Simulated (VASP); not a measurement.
# W (Fm-3m) in VASP: notebook

The runs below take W through single point, with PBE.

All numbers are computed with VASP 6.6.1; they aren't measurements. Logs are shortened: lines on timing, memory, paths and dates and some standing lists are left out, and cuts for length are marked.

## 1. The crystal as given

Symmetry: Fm-3m, No. 225, cubic system. The conventional cell has a = 4.060 Å, b = 4.060 Å, c = 4.060 Å, α = 90.00°, β = 90.00°, γ = 90.00°. Around W (site symmetry m-3m) lie 12 W at 2.87 Å.

This isn't the form of W at room conditions, which is bcc.

## 2. Single point, PBE

Contents of INCAR:

```
SYSTEM = W
  ADDGRID = .FALSE.
  ALGO = Normal
  EDIFF = 1E-7
  ENCUT = 600
  GGA = PE
  ISIF = 2
  ISMEAR = 0
  LASPH = .TRUE.
  LCHARG = .FALSE.
  LREAL = .FALSE.
  LWAVE = .FALSE.
  NBANDS = 13
  NELM = 100
  PREC = Accurate
  SIGMA = 0.15
```

Contents of KPOINTS:

```
k-points
0
G
  15 15 15
  0 0 0
```

Contents of POSCAR:

```
W
1.0
    0.0000000000      2.0300000000      2.0300000000
    2.0300000000      0.0000000000      2.0300000000
    2.0300000000      2.0300000000      0.0000000000
W
1
Direct
    0.0000000000      0.0000000000      0.0000000000
```

Potentials or basis: VASP PAW PBE potentials, release 64 (W_sv).

Started as:

```
$ cat potpaw_PBE.64/W_sv/POTCAR > POTCAR
$ mpirun -np 1 vasp_std > vasp.out
```

OUTCAR:

```text
SYSTEM = W
   EDIFF = 1E-7
   ENCUT = 600
   GGA = PE
   ISIF = 2
   ISMEAR = 0
   LASPH = .TRUE.
   LREAL = .FALSE.
   NELM = 100
   PREC = Accurate

 Found    120 irreducible k-points:

 Following reciprocal coordinates:
            Coordinates               Weight
  0.000000  0.000000  0.000000      1.000000
  0.066667  0.000000  0.000000      8.000000
  0.133333  0.000000  0.000000      8.000000
  0.200000  0.000000  0.000000      8.000000
  0.266667  0.000000  0.000000      8.000000
  0.333333  0.000000  0.000000      8.000000
   k-points           NKPTS =    120   k-points in BZ     NKDIM =    120   number of bands    NBANDS=     13
   number of dos      NEDOS =    301   number of ions     NIONS =      1
   total plane-waves  NPLWV =  13824
   dimension x,y,z NGX =    24 NGY =   24 NGZ =   24
   dimension x,y,z NGXF=    48 NGYF=   48 NGZF=   48
   ions per type =               1
   NGX,Y,Z   is equivalent  to a cutoff of  13.90, 13.90, 13.90 a.u.
   NGXF,Y,Z  is equivalent  to a cutoff of  27.80, 27.80, 27.80 a.u.
 SYSTEM =  W
   PREC   = accura    normal or accurate (medium, high low for compatibility)
   ISTART =      0    job   : 0-new  1-cont  2-samecut
   ICHARG =      2    charge: 1-file 2-atom 10-const
   ISPIN  =      1    spin polarized calculation?
   LNONCOLLINEAR =      F non collinear calculations
   LSORBIT =      F    spin-orbit coupling
   LASPH  =      T    aspherical Exc in radial PAW
   ENCUT  =  600.0 eV  44.10 Ry    6.64 a.u.   5.73  5.73  5.73*2*pi/ulx,y,z
   NELM   =    100;   NELMIN=  2; NELMDL= -5     # of ELM steps
   EDIFF  = 0.1E-06   stopping-criterion for ELM
   LREAL  =      F    real-space projection
   EDIFFG = 0.1E-05   stopping-criterion for IOM
   NSW    =      0    number of steps for IOM
   IBRION =     -1    ionic relax: 0-MD 1-quasi-New 2-CG
   NFREE  =      0    steps in history (QN), initial steepest desc. (CG)
   ISIF   =      2    stress and relaxation
   ISYM   =      2    0-nonsym 1-usesym 2-fastsym
   POTIM  = 0.5000    time-step for ionic-motion
   TEBEG  =    0.0;   TEEND  =   0.0 temperature during run
   PSTRESS=    0.0 pullay stress
   NELECT =      14.0000    total number of electrons
   NUPDOWN=      -1.0000    fix difference up-down
   EMIN   =  10.00;   EMAX   =-10.00  energy-range for DOS
   EFERMI =   0.00;   METHOD = LEGACY
   ISMEAR =     0;   SIGMA  =   0.15  broadening in eV -4-tet -1-fermi 0-gaus
   EFERMI_NEDOS =   21; number of points for ismear=-14 and -15
   IALGO  =     38    algorithm
   IMIX   =      4    mixing-type and parameters
     AMIX     =   0.40;   BMIX     =  1.00
     AMIX_MAG =   1.60;   BMIX_MAG =  1.00
  volume/ion in A,a.u.               =      16.73       112.91
  Fermi-wavevector in a.u.,A,eV,Ry     =   1.542688  2.915258 32.380324  2.379887
  Thomas-Fermi vector in A             =   2.648457
   LORBIT       =      0    0 simple, 1 ext, 2 COOP (PROOUT), +10 PAW based schemes
   GGA     = PE    functional components
   LHFCALC =     F    Hartree Fock is set to
   AEXX    =    0.0000 exact exchange contribution
   IVDW    =     0    specifies the selected vdW correction
   LEPSILON=     F    determine dielectric tensor
   LRPA    =     F    only Hartree local field effects (RPA)
 non-spin polarized calculation
 Gauss-broadening in eV      SIGMA  =   0.15
  energy-cutoff  :      600.00
  volume of cell :       16.73
 maximum number of plane-waves:       568
   NGX = 11   NGY = 11   NGZ = 11

 number of electron      14.0000002 magnetization

 Free energy of the ion-electron system (eV)
  ---------------------------------------------------
  ext. energy  EPLUGINS =         0.00000000
  ---------------------------------------------------
  free energy    TOTEN  =       -12.47736158 eV

  energy without entropy =      -12.46309306  energy(sigma->0) =      -12.47022732

 E-fermi :  10.2325     XC(G=0): -13.3277

 val. band max:       10.2251138428   @ k =   0.2000   0.1333   0.0667
 cond. band min:      10.2645535018   @ k =   0.2000   0.0667   0.0000
 fundamental gap:      0.0394396590
 Fermi energy:        10.2325490392

 k-point     1 :       0.0000    0.0000    0.0000
  band No.  band energies     occupation
      1     -63.4812      2.00000
      2     -27.1360      2.00000
      3     -27.1360      2.00000
      4     -27.1360      2.00000
      5       1.3348      2.00000
      6       9.6924      2.00000
      7       9.6924      2.00000
      8       9.6924      2.00000
      9      12.7337      0.00000
     10      12.7337      0.00000
     11      22.9851      0.00000
     12      28.1122      0.00000
     13      28.1122      0.00000

 k-point     2 :       0.0667    0.0000    0.0000
  band No.  band energies     occupation
      1     -63.4770      2.00000
      2     -27.1855      2.00000
      3     -27.1424      2.00000
      4     -27.1424      2.00000
      5       1.5255      2.00000
      6       9.5455      2.00000
      7       9.7812      1.99998
      8       9.7812      1.99998
      9      12.6536      0.00000
     10      12.6536      0.00000
     11      23.3674      0.00000
     12      27.2822      0.00000
     13      28.4692      0.00000

 k-point     3 :       0.1333    0.0000    0.0000
  band No.  band energies     occupation
      1     -63.4652      2.00000
      2     -27.3237      2.00000
      3     -27.1603      2.00000
      4     -27.1603      2.00000
      5       2.0685      2.00000
      6       9.1895      2.00000
      7       9.9950      1.97488
      8       9.9950      1.97488
      9      12.5017      0.00000
     10      12.5017      0.00000
     11      24.3090      0.00000
     12      25.9251      0.00000
     13      29.4904      0.00000

 k-point     4 :       0.2000    0.0000    0.0000
  band No.  band energies     occupation
      1     -63.4477      2.00000
      2     -27.5230      2.00000
      3     -27.1866      2.00000
      4     -27.1866      2.00000
      5       2.8668      2.00000
      6       8.8265      2.00000
      7      10.1555      1.53221
      8      10.1555      1.53221
      9      12.5301      0.00000
     10      12.5301      0.00000
     11      24.0608      0.00000
     12      26.1551      0.00000
     13      31.0536      0.00000

 k-point     5 :       0.2667    0.0000    0.0000
  band No.  band energies     occupation
      1     -63.4276      2.00000
      2     -27.7459      2.00000
      3     -27.2166      2.00000
      4     -27.2166      2.00000
      5       3.7248      2.00000
      6       8.7115      2.00000
      7      10.0803      1.84886
      8      10.0803      1.84886
      9      12.9727      0.00000
     10      12.9727      0.00000
     11      22.9102      0.00000
     12      26.8066      0.00000
     13      32.7404      0.00000

 k-point     6 :       0.3333    0.0000    0.0000
  band No.  band energies     occupation
      1     -63.4083      2.00000
      2     -27.9535      2.00000
      3     -27.2450      2.00000
      4     -27.2450      2.00000
      5       4.3618      2.00000
      6       9.0928      2.00000
      7       9.8492      1.99970
      8       9.8492      1.99970
      9      13.7335      0.00000
     10      13.7335      0.00000
     11      21.9024      0.00000
     12      25.5412      0.00000
     13      31.8253      0.00000

 [... further k-points ...]

------------------------ aborting loop because EDIFF is reached ----------------------------------------

  FORCE on cell =-STRESS in cart. coord.  units (eV):
  Direction    XX          YY          ZZ          XY          YZ          ZX
  --------------------------------------------------------------------------------------
  -------------------------------------------------------------------------------------
  Total       -0.4583749     -0.4583749     -0.4583749      0.0000000      0.0000000      0.0000000
  in kB      -43.8948207    -43.8948207    -43.8948207      0.0000000      0.0000000      0.0000000
  external PRESSURE =     -43.8948207 kB  Pullay stress =       0.0000000 kB

 VOLUME and BASIS-vectors are now :
 -----------------------------------------------------------------------------
  energy-cutoff  :      600.00
  volume of cell :       16.73
      direct lattice vectors                 reciprocal lattice vectors
     0.000000000  2.030000000  2.030000000    -0.246305419  0.246305419  0.246305419
     2.030000000  0.000000000  2.030000000     0.246305419 -0.246305419  0.246305419
     2.030000000  2.030000000  0.000000000     0.246305419  0.246305419 -0.246305419

 POSITION                                       TOTAL-FORCE (eV/Angst)
 -----------------------------------------------------------------------------------
      0.00000      0.00000      0.00000         0.000000      0.000000      0.000000
 -----------------------------------------------------------------------------------
    total drift:                                0.000000      0.000000     -0.000000

  FREE ENERGIE OF THE ION-ELECTRON SYSTEM (eV)
  ---------------------------------------------------
  free  energy   TOTEN  =       -12.4773615759 eV

  energy  without entropy=      -12.4630930637  energy(sigma->0) =      -12.47022732
```

Run time: 13 s. Hardware: 1 thread of Intel Xeon Platinum 8488C (Sapphire Rapids), shared host; peak memory 0.16 GiB.

The run converged, but some of its settings lie outside the range that counts as converged, so its numbers aren't taken as properties of the crystal.

Results:

* Free energy: -12.4774 eV
* Pressure: -4.4 GPa
* Band gap on the k mesh: none (metal or under the smearing width)

## 3. Single point, PBE

INCAR, as its differences from that of step 2:

```diff
@@ -4,3 +4,3 @@
   EDIFF = 1E-7
-  ENCUT = 600
+  ENCUT = 500
   GGA = PE
```

Contents of KPOINTS:

```
k-points
0
G
  17 17 17
  0 0 0
```

POSCAR is that of step 2.

Potentials or basis: VASP PAW PBE potentials, release 64 (W_sv).

Started as:

```
$ cat potpaw_PBE.64/W_sv/POTCAR > POTCAR
$ mpirun -np 1 vasp_std > vasp.out
```

Run time: 16 s. Hardware: 1 thread of Intel Xeon Platinum 8488C (Sapphire Rapids), shared host; peak memory 0.16 GiB.

These settings aren't checked as converged: the numbers below hold their error.

What came out:

* Free energy: -12.4735 eV
* Pressure: -4.0 GPa
* Band gap on the k mesh: none (metal or under the smearing width)

## 4. Single point, PBE

Contents of INCAR:

```
SYSTEM = W
ALGO = Fast ; EDIFF = 1E-7
ENCUT = 520 ; GGA = PE
ISIF = 2 ; ISMEAR = 0
LASPH = .True. ; LCHARG = .False.
LREAL = .False. ; LWAVE = .False.
NBANDS = 13 ; NELM = 100
PREC = Accurate ; SIGMA = 0.1
```

Contents of KPOINTS:

```
k-points
0
Gamma
  11 11 11
  0 0 0
```

POSCAR, as its differences from that of step 3:

```diff
@@ -7,3 +7,3 @@
 1
-Direct
+Cartesian
     0.0000000000      0.0000000000      0.0000000000
```

Started as:

```
$ cat potpaw_PBE.64/W_sv/POTCAR > POTCAR
$ mpirun -np 1 vasp_std > vasp.out
```

Wall time 14 s (1 thread of AMD EPYC 9R45 (Zen 5), shared host); peak memory 0.11 GiB.

The run converged. Its results:

* Free energy: -12.4800 eV
* Pressure: -4.5 GPa
* Band gap on the k mesh: none (metal or under the smearing width)

Levels at points of the mesh, in eV from the Fermi level:
| k point | band 5 | band 6 | band 7 | band 8 | band 9 | band 10 |
| --- | --- | --- | --- | --- | --- | --- |
| (0.00, 0.00, 0.00) | -8.90 | -0.54 | -0.54 | -0.54 | 2.50 | 2.50 |

The run has no spin-orbit coupling, so splittings on W are missing.

## 5. Single point, PBE

Contents of run.py:

```python
from ase import Atoms
from ase.calculators.vasp import Vasp
from ase.dft.bandgap import bandgap

atoms = Atoms(
    ['W'],
    cell=[[0.0, 2.03, 2.03], [2.03, 0.0, 2.03], [2.03, 2.03, 0.0]],
    scaled_positions=[[0.0, 0.0, 0.0]],
    pbc=True,
)
calc = Vasp(
    directory='calc',
    xc='pbe',
    pp='PBE',
    setups='materialsproject',
    prec='Accurate',
    encut=520,
    ediff=1e-06,
    ismear=0,
    sigma=0.1,
    lreal=False,
    lasph=True,
    nelm=60,
    algo='Normal',
    isif=2,
    lwave=False,
    lcharg=False,
    kpts=[11, 11, 11],
    gamma=True,
    nbands=13,
)
atoms.calc = calc

print('energy (eV):', atoms.get_potential_energy())
print('free energy (eV):', atoms.get_potential_energy(force_consistent=True))
print('forces (eV/A):')
print(atoms.get_forces())
print('stress (eV/A^3, Voigt):', atoms.get_stress())
print('Fermi level (eV):', calc.get_fermi_level())
gap, top, bottom = bandgap(calc)
print('band gap (eV):', gap, 'from (spin, k, band)', top, 'to', bottom)
```

Started as:

```
$ python run.py
```

Wall time 12 s (1 thread of AMD EPYC 9R45 (Zen 5), shared host); peak memory 0.11 GiB.

Results (log left out):

- Free energy: -12.4800 eV
- Pressure: -4.5 GPa
- Band gap on the k mesh: none (metal or under the smearing width)

Levels at points of the mesh, in eV from the Fermi level:
| k point | band 5 | band 6 | band 7 | band 8 | band 9 | band 10 |
| --- | --- | --- | --- | --- | --- | --- |
| (0.00, 0.00, 0.00) | -8.90 | -0.54 | -0.54 | -0.54 | 2.50 | 2.50 |
